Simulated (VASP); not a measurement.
Input of a VASP 6.6.1 run:

File INCAR:

```
SYSTEM = GaN
PREC = Accurate
ENCUT = 600
EDIFF = 1E-6
ISMEAR = 0
SIGMA = 0.03
LREAL = .False.
LASPH = .True.
NELM = 80
ALGO = Normal
ISIF = 3
LWAVE = .False.
LCHARG = .False.
GGA = PS
IBRION = 2
NSW = 90
EDIFFG = -0.01
```

The input KPOINTS:

```
regular mesh
0
Gamma
  10 10 10
  0 0 0
```

POSCAR

```
GaN
1.0
    0.0000000000      2.2535006075      2.2535006075
    2.2535006075      0.0000000000      2.2535006075
    2.2535006075      2.2535006075      0.0000000000
Ga N
1 1
Direct
    0.0000000000      0.0000000000      0.0000000000
    0.7500000000      0.7500000000      0.7500000000
```

Potentials or basis: VASP PAW PBE potentials, release 64 (Ga_d, N).

Launch:

```sh
$ cat potpaw_PBE.64/Ga_d/POTCAR potpaw_PBE.64/N/POTCAR > POTCAR
$ mpirun -np 1 vasp_std > vasp.out
```

Task: What does it give for the space group after relaxing (to 0.05 Å)?

Result: F-43m (No. 216).

Task: What does it give for the relaxed volume?

Result: 11.35 Å³/atom.

Task: Estimate the relaxed cell.

Result: a = 3.178 Å, b = 3.178 Å, c = 3.178 Å, α = 60.00°, β = 60.00°, γ = 60.00°.

Task: What does it give for the band gap on the k mesh?

Result: 1.74 eV, direct.

Step by step:
```csv
step,energy change (eV),largest force (eV/Å),pressure (GPa),volume (Å³)
1,0.0000,0.0000,-1.50,22.89
2,-0.0001,0.0000,1.75,22.53
3,-0.0008,0.0000,-0.15,22.70
4,-0.0008,0.0000,0.18,22.69
5,-0.0008,0.0000,0.09,22.69
```

Caveat: the PAW data sets were made with another functional, which shifts forces and pressure a little.
